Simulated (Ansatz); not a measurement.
# HfS2: the cost of one run

Method: DFT PBEsol, scalar-relativistic, plane waves, PAW, in Ansatz 0.2.0.

3 further runs of the same task are left out: 3 set aside as unsound or not needed.

**1. The system as given**

Symmetry: P-3m1, No. 164, trigonal system. Conventional cell: a = 3.592 Å, b = 3.592 Å, c = 5.946 Å, α = 90.00°, β = 90.00°, γ = 120.00°. Around Hf (site symmetry -3m) lie 6 S at 2.53 Å. Around S (site symmetry 3m) lie 3 Hf at 2.53 Å.

Structure file:

```cif
data_structure
_symmetry_space_group_name_H-M 'P-3m1'
_symmetry_Int_Tables_number 164
_cell_length_a 3.5924
_cell_length_b 3.5924
_cell_length_c 5.9459
_cell_angle_alpha 90.000
_cell_angle_beta 90.000
_cell_angle_gamma 120.000
_cell_volume 66.45
loop_
_atom_site_label
_atom_site_type_symbol
_atom_site_symmetry_multiplicity
_atom_site_Wyckoff_symbol
_atom_site_fract_x
_atom_site_fract_y
_atom_site_fract_z
_atom_site_occupancy
Hf1 Hf 1 a 0.00000 0.00000 0.00000 1
S1 S 2 d 0.66667 0.33333 0.75622 1
```

It goes back to an entry of the Materials Project.

This cell was relaxed beforehand with the same method: volume 22.15 Å³/atom, gap on the mesh 0.93 eV.

**2. Relaxing at 16 GPa**

At a set pressure the run lowers the enthalpy E + PV, so the energy alone may rise along the way.

Input file input.yaml:

```yaml
crystal:
  lattice:
    - [3.5924311081, 0.0, 0.0]
    - [-1.796215554, 3.1111366009, 0.0]
    - [0.0, 0.0, 5.94592138]
  atoms:
    - { symbol: Hf, position: [0.0, 0.0, 0.0] }
    - { symbol: S, position: [0.6666666667, 0.3333333333, 0.7562194216] }
    - { symbol: S, position: [0.3333333333, 0.6666666667, 0.2437805784] }
basis:
  ecutwfc: 420
kpoints:
  mp_grid: { grid: [12, 12, 6] }
hamiltonian:
  xc: pbesol
scf:
  occupations: { method: fixed }
output:
  forces: true
  stress: true
  eigenvalues: true
  write_density: true
  write_potential: true
  elf: true
  volumetric_format: npy
relax:
  adjacent_minimum: "off"
  f_tol: 0.001
  max_steps: 60
  cell: { stress_tol: 0.02, p_target: 16.0 }
```

The run is started by

```sh
> ansatz run input.yaml --threads 1 --pin off --max-ram 3072MiB --backend cpu --events-out ev --progress --plain --runs-dir out
```

What time and memory should one allow on 1 thread of Intel Xeon Platinum 8488C (Sapphire Rapids), shared host?

About 48 s, with a peak of 0.5 GiB.
